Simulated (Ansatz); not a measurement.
The system is Mo.

```xyz
1
Lattice="-1.5838 1.5838 1.5838 1.5838 -1.5838 1.5838 1.5838 1.5838 -1.5838" Properties=species:S:1:pos:R:3 pbc="T T T"
Mo    0.0000    0.0000    0.0000
```

Base run:

| Quantity | Value |
| --- | --- |
| Program | Ansatz 0.2.0 |
| Functional | LDA |
| Potentials or basis | Ansatz PAW |
| Cutoff | 420 eV |
| Density cutoff | 1680 eV |
| k mesh | 12 × 12 × 12 |
| Occupations | fermi-dirac, width 0.05 eV |
| Spin | no spin polarisation |

Its results: band gap on the k mesh none (metal or under the smearing width); pressure -14.2 GPa.

Q: After a change of settings the same cell gave: band gap on the k mesh none (metal or under the smearing width); pressure -4.5 GPa. Which change was it?
A. functional from LDA to BLYP; k mesh from 12 × 12 × 12 to 7 × 7 × 7
B. k mesh from 12 × 12 × 12 to 9 × 9 × 9; spin from no spin polarisation to spin-orbit coupling, no magnetisation; potential files from those of the base run to others of the same set
C. functional from LDA to r2SCAN; cutoff from 420 eV to 500 eV; density cutoff from 1680 eV to 2000 eV
D. functional from LDA to PBE; potentials or basis from Ansatz PAW to PseudoDojo stringent (PBE files); cutoff from 420 eV to 1088 eV; density cutoff from 1680 eV to 4354 eV

A: C.

Caveats: the PAW data sets come from PBE, with cores solved anew for the run's functional, which leaves a small shift of forces and pressure.

Not every run made on this cell is shown here.
